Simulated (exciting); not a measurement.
Two BSE runs for the Sr L₃ edge of SrO, space group Fm-3m. Run A: exciting, all-electron LAPW+lo, PBE, exchange and screened direct term (singlet BSE), 4×4×4 shifted k points, 20 conduction bands, |G+q| up to 3 bohr⁻¹ (2 in the exchange term), full RPA screening with nempty = 40, Lorentzian half width 0.69 eV. Run B differs in one setting: k mesh, kernel cutoff, basis, band set, screening or width.

Energy from the Kohn–Sham onset, core level to the lowest empty state found on the meshes used; one zero for both, scaled to A's maximum:

| E (eV) | A | B |
| --- | --- | --- |
| -8.0 | 0.02 | 0.00 |
| -7.5 | 0.02 | 0.00 |
| -7.0 | 0.02 | 0.01 |
| -6.5 | 0.03 | 0.01 |
| -6.0 | 0.03 | 0.01 |
| -5.5 | 0.04 | 0.01 |
| -5.0 | 0.04 | 0.01 |
| -4.5 | 0.06 | 0.01 |
| -4.0 | 0.07 | 0.02 |
| -3.5 | 0.10 | 0.03 |
| -3.0 | 0.16 | 0.04 |
| -2.5 | 0.26 | 0.09 |
| -2.0 | 0.49 | 0.26 |
| -1.5 | 0.79 | 2.52 |
| -1.0 | 0.66 | 0.42 |
| -0.5 | 0.52 | 0.31 |
| 0.0 | 0.58 | 0.44 |
| 0.5 | 0.79 | 0.60 |
| 1.0 | 1.00 | 2.74 |
| 1.5 | 0.75 | 0.63 |
| 2.0 | 0.51 | 0.39 |
| 2.5 | 0.40 | 0.37 |
| 3.0 | 0.32 | 0.26 |
| 3.5 | 0.27 | 0.25 |
| 4.0 | 0.24 | 0.21 |
| 4.5 | 0.21 | 0.17 |
| 5.0 | 0.19 | 0.17 |
| 5.5 | 0.18 | 0.16 |
| 6.0 | 0.17 | 0.16 |
| 6.5 | 0.15 | 0.15 |
| 7.0 | 0.13 | 0.10 |
| 7.5 | 0.13 | 0.13 |
| 8.0 | 0.12 | 0.11 |
| 8.5 | 0.12 | 0.11 |
| 9.0 | 0.11 | 0.08 |
| 9.5 | 0.11 | 0.10 |
| 10.0 | 0.11 | 0.10 |
| 10.5 | 0.12 | 0.10 |
| 11.0 | 0.14 | 0.16 |
| 11.5 | 0.15 | 0.18 |
| 12.0 | 0.13 | 0.14 |
| 12.5 | 0.12 | 0.11 |
| 13.0 | 0.11 | 0.11 |
| 13.5 | 0.10 | 0.08 |
| 14.0 | 0.10 | 0.09 |
| 14.5 | 0.10 | 0.06 |
| 15.0 | 0.11 | 0.08 |
| 15.5 | 0.16 | 0.17 |
| 16.0 | 0.18 | 0.32 |
| 16.5 | 0.15 | 0.15 |
| 17.0 | 0.12 | 0.09 |
| 17.5 | 0.11 | 0.09 |
| 18.0 | 0.11 | 0.10 |
| 18.5 | 0.11 | 0.12 |
| 19.0 | 0.11 | 0.09 |
| 19.5 | 0.11 | 0.11 |
| 20.0 | 0.12 | 0.10 |
| 20.5 | 0.13 | 0.15 |
| 21.0 | 0.14 | 0.14 |
| 21.5 | 0.15 | 0.19 |
| 22.0 | 0.15 | 0.16 |
| 22.5 | 0.14 | 0.15 |
| 23.0 | 0.14 | 0.12 |
| 23.5 | 0.14 | 0.23 |
| 24.0 | 0.12 | 0.11 |
| 24.5 | 0.09 | 0.07 |

The database entry behind the starting cell differs from later determinations by our own check (about 0.5 % short), so it need not match the best structure at ambient conditions.

Question: Which is the likeliest?

The half width (eV) from 0.69 to 0.17. Against run A the r.m.s. difference is 79 %. The highest maximum lies at 1.0 eV (2.84), against 1.0 eV (1.00). Only the width of each line changes; the area stays. A table step wider than the lines misses their tops. Other settings could leave a like mark; this is the change that was made.

[Hosts, paths, dates, database ids (printed as entryN), source tags and the programs' standing remarks are cut or masked in the printed files.]
